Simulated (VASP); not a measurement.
**BN: relaxation of cell and atoms with PBE+D3(BJ)**

Crystal: BN.

```
B N
1.0
     2.49824    0.00000    0.00000
    -1.24912    2.16354    0.00000
     0.00000    0.00000    6.63570
B N
2 2
Direct
  0.33333 0.66667 0.25000
  0.66667 0.33333 0.75000
  0.33333 0.66667 0.75000
  0.66667 0.33333 0.25000
```

```json
{
  "Program": "VASP 6.6.1",
  "Task": "relaxation of cell and atoms",
  "Functional": "PBE",
  "Dispersion": "D3(BJ)",
  "Potentials or basis": "VASP PAW PBE potentials, release 64 (B, N)",
  "Cutoff": "600 eV",
  "k mesh": "12 × 12 × 4",
  "Occupations": "gaussian, width 0.03 eV",
  "Spin": "no spin polarisation",
  "Further INCAR settings": "ALGO = Normal; EDIFF = 1e-06; IBRION = 2; EDIFFG = -0.01; NSW = 90; ISIF = 3"
}
```

```json
{"Relaxed volume": "8.95 Å³/atom", "Relaxed cell": "a = 2.506 Å, b = 2.506 Å, c = 6.584 Å, α = 90.00°, β = 90.00°, γ = 120.00°", "Space group after relaxing (to 0.05 Å)": "P6_3/mmc (No. 194)", "Energy gained by relaxing": "0.7 meV/atom", "Ionic steps": "7", "Pressure after relaxing": "0.0 GPa", "Band gap on the k mesh": "4.26 eV, indirect (least direct gap 4.63 eV)", "Dispersion energy per atom": "-0.142 eV"}
```

Stress tensor (GPa, compression positive):
```
 0.05  0.00  0.00
 0.00  0.05  0.00
 0.00  0.00 -0.11
```

Step by step:
| step | energy change (eV) | largest force (eV/Å) | pressure (GPa) | volume (Å³) |
| --- | --- | --- | --- | --- |
| 1 | 0.0000 | 0.0000 | 2.26 | 35.87 |
| 2 | 0.0069 | 0.0000 | -4.50 | 36.53 |
| 3 | -0.0026 | 0.0000 | -0.12 | 36.09 |
| 4 | -0.0026 | 0.0000 | -0.09 | 36.09 |
| 5 | -0.0027 | 0.0000 | -0.07 | 36.06 |
| 6 | -0.0028 | 0.0000 | -0.05 | 35.98 |
| 7 | -0.0030 | 0.0000 | -0.01 | 35.82 |

Final structure:
```yaml
crystal:
  lattice:
    - [2.50626, 0.00000, 0.00000]
    - [-1.25313, 2.17049, 0.00000]
    - [0.00000, 0.00000, 6.58425]
  atoms:
    - { symbol: B, position: [0.33333, 0.66667, 0.25000] }
    - { symbol: B, position: [0.66667, 0.33333, 0.75000] }
    - { symbol: N, position: [0.33333, 0.66667, 0.75000] }
    - { symbol: N, position: [0.66667, 0.33333, 0.25000] }
```

Levels at points of the mesh, in eV from the valence-band top:
```tsv
k point	band 5	band 6	band 7	band 8	band 9	band 10	band 11	band 12
(0.00, 0.00, 0.00)	-1.34	-1.34	-1.30	-1.30	5.31	10.40	11.52	11.52
(0.50, 0.00, 0.00)	-4.14	-4.07	-1.47	-0.41	4.26	5.67	9.51	9.92
(0.00, 0.00, 0.50)	-1.32	-1.32	-1.32	-1.32	7.72	7.72	11.58	11.58
(0.50, 0.00, 0.50)	-4.11	-4.11	-0.92	-0.92	4.73	4.73	9.89	9.89
```

Wall time 3 min on 1 thread of AMD EPYC 7R43 64-Core Processor (Zen 3) (shared host), peak memory 0.14 GiB.

A k mesh can miss the band edges. A hybrid or GW would open this gap; PBE tends to underestimate it.
